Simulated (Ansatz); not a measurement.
# ScAl2 (Fd-3m): electronic heat capacity and spin susceptibility from the density of states

These are results of DFT PBEsol, scalar-relativistic, plane waves, PAW (Ansatz), not measurements.

Cutoff 420 eV; k points 8×8×8 on the computed 6-atom cell (Γ-centred); Gaussian smearing, width 0.10 eV; no spin polarisation.

Relaxed cell: Fd-3m, a = 7.527 Å, b = 7.527 Å, c = 7.527 Å, α = 90.00°, β = 90.00°, γ = 90.00°, 6 atoms in the primitive cell. Whether it is the stable form of this composition wasn't checked.

The density of states at the Fermi level is 3.640 states/eV in the cell of 6 atoms (2 formula units; both spins, tetrahedra on a 12×12×12 mesh).

What Sommerfeld coefficient and Pauli susceptibility does this give?

Per formula unit N(E_F) = 1.820 states/eV. γ = (π²/3) k_B² N(E_F) N_A = 2.357 mJ/(mol K²) per state/eV, so γ = 4.3 mJ/(mol K²), a mole of formula units. χ_P = μ_B² N(E_F) N_A = 3.23×10⁻⁵ emu/mol per state/eV gives 5.9×10⁻⁵ emu/mol. This is the bare band result: a measured γ of the same phase is as a rule larger by a factor 1 + λ from phonons and spin fluctuations, the spin part of χ is larger by the Stoner factor, and a measured χ also holds orbital and core terms. N(E_F) at one energy is sensitive to the mesh where the density of states has sharp peaks.